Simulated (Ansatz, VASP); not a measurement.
# One calculation of In, two programs

```
In
1.0
     5.10232    0.00000    0.00000
     0.00000    5.82454    0.00000
     0.00000    0.00000    3.72359
In
4
Cartesian
  0.7404 1.4561 1.8625
  4.3619 4.3684 1.8611
  1.8108 4.3684 0.0007
  3.2916 1.4561 3.7229
```

Alike in both runs: functional PBE; k mesh 4 × 2 × 6; occupations gaussian, width 0.1 eV; no spin polarisation.

Ansatz relaxed the structure, and its values are those at the end. VASP's run is a single point on that final structure, the one shown.

```csv
,VASP,Ansatz
version,VASP 6.6.1,Ansatz 0.2.0
potentials or method,"VASP PAW PBE potentials, release 64 (In_d)","scalar-relativistic, plane waves, PAW"
plane-wave cutoff (eV),520,420
valence electrons in the cell,52,52
```

|  | VASP | Ansatz | Ansatz less VASP |
| --- | --- | --- | --- |
| gap on the k mesh at the Fermi level (eV) | none | none | - |
| pressure (GPa) | -0.1 | -0.1 | 0.00 |
| rms of the force components (eV/Å) | 0.005 | 0.006 | +0.0003 |

A gap of «none» marks a metal or a gap that the smearing closes. With one functional, cell and mesh, what is left measures potentials, basis and numerics.

Caveats: the k mesh is coarse (spacing up to 0.54 Å⁻¹), so the values aren't converged.
